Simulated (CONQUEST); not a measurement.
Runs of CONQUEST 1.3 on CdSe. It takes space group Fm-3m (No. 225, cubic). Conventional cell: a = 5.748 Å, b = 5.748 Å, c = 5.748 Å, α = 90.00°, β = 90.00°, γ = 90.00°. Cd (site symmetry m-3m) has 6 Se at 2.87 Å as nearest neighbours. Se (site symmetry m-3m) has 6 Cd at 2.87 Å as nearest neighbours. Measurements of this composition are mostly on another form, of space group No. 186.

| task | level | potentials or basis | spin | fixed moment (μB) | cell | k mesh | smearing | SCF tolerance | ensemble | temperature | max steps of the ions | cell optimisation | other keys | mesh quality | gap on the mesh (eV) | pressure (GPa) | moment (μB) |
| --- | --- | --- | --- | --- | --- | --- | --- | --- | --- | --- | --- | --- | --- | --- | --- | --- | --- |
| single point | PBE | PseudoDojo NC PBE, DZP, grid cutoff 120 Ha | off | - | as given | 7 × 7 × 5 | fermi-dirac 0.05 eV | 1e-06 | - | - | - | - | - | not flagged | none | (a) | - |
| single point | BLYP | PseudoDojo NC PBE, SZP, grid cutoff 100 Ha | collinear, ferromagnetic start | 0 | as given | 6 × 6 × 4 | fermi-dirac 0.027 eV | 1e-06 | - | - | - | - | - | not flagged | - | 5.5 | 0.00 |
| single point | LDA-VWN | PseudoDojo NC LDA, DZ, grid cutoff 100 Ha | collinear, antiferromagnetic start | - | volume scaled by 0.8 | 5 × 5 × 3 | fermi-dirac 0.1 eV | 1e-06 | - | - | - | - | - | coarse | none | 13.7 | 0.00 |
| relaxation of cell and atoms | PBEsol | PseudoDojo NC PBEsol, SZP, grid cutoff 80 Ha | off | - | relaxed from: volume scaled by 1.04 | 4 × 4 × 3 | methfessel-paxton of order 1 0.2 eV | 1e-06 | - | - | 25 | edges and atoms together | - | coarse | none | 0.0 | - |

Question: Fill in the values left out.

Answer: (a) 0.2.

Caveats: some runs use coarse meshes; the basis of atomic orbitals isn't converged, which shifts pressures, moduli and gaps; the atomic basis is small (some runs); the box holds several primitive cells, so bands are folded and the points are those of the box's own zone (some runs); the real-space grid breaks the cell's symmetry a little (some runs); the potentials were made for another functional, which shifts forces and pressure (some runs); the total moment is fixed, so each spin has its own Fermi level (some runs); only the three edges of the box relax, its angles stay right (some runs).

A k mesh can miss the band edges, and the runs leave out spin-orbit coupling on Cd, Se.

A gap of «none» marks a metal or a gap under the smearing width.
